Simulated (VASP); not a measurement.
Given:

```
CELL_PARAMETERS angstrom
      0.00000     2.78055     2.78055
      2.78055     0.00000     2.78055
      2.78055     2.78055     0.00000
ATOMIC_POSITIONS crystal
  Sr 0.00000 0.00000 0.00000
  F  0.25000 0.25000 0.25000
  F  0.75000 0.75000 0.75000
```

These are LDA (Ceperley-Alder, Perdew-Zunger), VASP's LDA PAW potentials (set 64) (plane waves; VASP 6.6.1) values and carry that method's errors. Run with 520 eV cut-off, 7×7×7 Γ-centred mesh, Gaussian smearing of 0.050 eV, potentials Sr_sv F.

Q: Give the stress tensor in GPa (positive for a compressed cell).

A: 
```
6.14  0.00  0.00
0.00  6.14  0.00
0.00  0.00  6.14
```
The pressure is its mean diagonal, 6.14 GPa.

The compound is SrF2 in the fluorite structure. This cell is one point of a volume scan, at 0.94 of the reference volume.
